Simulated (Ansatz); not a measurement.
**SiC: compression at zero temperature**

A pressure series on SiC (-1 to 90 GPa): equation of state, axes and gap.

Program: Ansatz 0.2.0. Level of theory: DFT r2SCAN, scalar-relativistic, plane waves, PAW. These are calculated values, not measurements.

2 further runs of the same task are left out: 2 set aside as unsound or not needed.

### Step 1. The starting structure

Symmetry: P6_3mc, No. 186, hexagonal system. The conventional cell has a = 3.075 Å, b = 3.075 Å, c = 5.048 Å, α = 90.00°, β = 90.00°, γ = 120.00°. Si (site symmetry 3m) has 4 C at 1.88 to 1.90 Å as nearest neighbours. C (site symmetry 3m) has 4 Si at 1.88 to 1.90 Å as nearest neighbours.

Structure file:

```
Si C
1.0
     3.07530    0.00000    0.00000
    -1.53765    2.66329    0.00000
     0.00000    0.00000    5.04834
Si C
2 2
Direct
  0.33333 0.66667 0.49960
  0.66667 0.33333 0.99960
  0.33333 0.66667 0.87540
  0.66667 0.33333 0.37540
```

It goes back to an entry of the Materials Project.

It is the result of an earlier relaxation at this level (volume 10.34 Å³/atom; gap on the mesh: 2.65 eV).

### Step 2. Target pressure -1 GPa

input.yaml reads:

```yaml
crystal:
  lattice:
    - [3.0853663206, 0.0, 0.0]
    - [-1.5426831603, 2.6720056136, 0.0]
    - [0.0, 0.0, 5.0648696345]
  atoms:
    - { symbol: Si, position: [0.3333333333, 0.6666666667, 0.4996013827] }
    - { symbol: Si, position: [0.6666666667, 0.3333333333, 0.9996013827] }
    - { symbol: C, position: [0.3333333333, 0.6666666667, 0.8753986173] }
    - { symbol: C, position: [0.6666666667, 0.3333333333, 0.3753986173] }
basis:
  ecutwfc: 500
kpoints:
  mp_grid: { grid: [12, 12, 6] }
hamiltonian:
  xc: r2scan
scf:
  occupations: { method: gaussian, width: 0.02 }
output:
  forces: true
  stress: true
  eigenvalues: true
relax:
  adjacent_minimum: "off"
  f_tol: 0.008
  max_steps: 50
  cell: { stress_tol: 0.08, p_target: -1.0 }
```

On the command line:

```sh
ansatz run input.yaml --threads 1 --pin off --max-ram 2560MiB --backend cpu --events-out ev --progress --plain --runs-dir out
```

The session goes on with these runs: the gap over the whole zone at -1 GPa; 1 GPa; band edges over the zone at 1 GPa; 4 GPa; the gap over the whole zone at 4 GPa; 12 GPa; band edges over the zone at 12 GPa; target pressure 25 GPa; band edges over the zone at 25 GPa; 50 GPa; seeking the band edges at 50 GPa; target pressure 90 GPa; seeking the band edges at 90 GPa.

Q: Predict the outcome of this session. Wanted: bulk modulus B0; B0'.

As calculated:

| quantity | value |
| --- | --- |
| volume at 90 GPa | 8.07 Å³/atom, V/V0 = 0.781 |
| bulk modulus B0 (third-order Birch-Murnaghan) | 229 GPa |
| B0' | 3.8 |
| gap at 0 and 90 GPa | 2.65 eV; 2.28 eV |

**Reading.** At 90 GPa the crystal has lost 21.9 % of its volume. A third-order Birch-Murnaghan curve fits the points with B0 = 229 GPa. The cell gives way unevenly: a -7.8 %, b -7.8 %, c -8.2 %. The gap goes from 2.65 eV at zero pressure to 2.28 eV at 90 GPa. Other structures may take over in this range; these runs cannot find them.
